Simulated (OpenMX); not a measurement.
InP:

```
In P
1.0
     0.00000    2.93050    2.93050
     2.93050    0.00000    2.93050
     2.93050    2.93050    0.00000
In P
1 1
Direct
  0.00000 0.00000 0.00000
  0.75000 0.75000 0.75000
```

Base run:

| Property | Result |
| --- | --- |
| Program | OpenMX 3.8.5 |
| Functional | PBE |
| Potentials or basis | OpenMX 2013 PBE set, In7.0-s3p2d1, P7.0-s2p2d1, grid cutoff 500 Ry |
| k mesh | 9 × 9 × 9 |
| Occupations | fermi-dirac, width 0.05 eV |
| Spin | no spin polarisation |

Its results: band gap on the k mesh 0.76 eV, direct; pressure 4.2 GPa.

Task: After a change of settings the same cell gave: band gap on the k mesh 0.64 eV, direct; pressure 0.4 GPa. Which change was it?
A. potentials or basis from OpenMX 2013 PBE set, In7.0-s3p2d1, P7.0-s2p2d1, grid cutoff 500 Ry to OpenMX 2013 PBE set, In7.0-s3p2d2, P7.0-s2p2d1f1, grid cutoff 500 Ry
B. potentials or basis from OpenMX 2013 PBE set, In7.0-s3p2d1, P7.0-s2p2d1, grid cutoff 500 Ry to OpenMX 2013 PBE set, In7.0-s3p2d2f1, P7.0-s3p2d2f1, grid cutoff 500 Ry
C. potentials or basis from OpenMX 2013 PBE set, In7.0-s3p2d1, P7.0-s2p2d1, grid cutoff 500 Ry to OpenMX 2013 PBE set, In7.0-s3p2d2, P7.0-s2p2d1f1, grid cutoff 700 Ry; k mesh from 9 × 9 × 9 to 7 × 7 × 7
D. functional from PBE to LDA; potentials or basis from OpenMX 2013 PBE set, In7.0-s3p2d1, P7.0-s2p2d1, grid cutoff 500 Ry to OpenMX 2013 LDA set, In7.0-s3p2d2, P7.0-s2p2d1f1, grid cutoff 500 Ry

Result: D.

Caveats: spin-orbit coupling is left out, which moves the levels of the heavy elements; the basis of atomic orbitals isn't converged, which shifts pressures, moduli and gaps.

Not every run made on this cell is shown here.
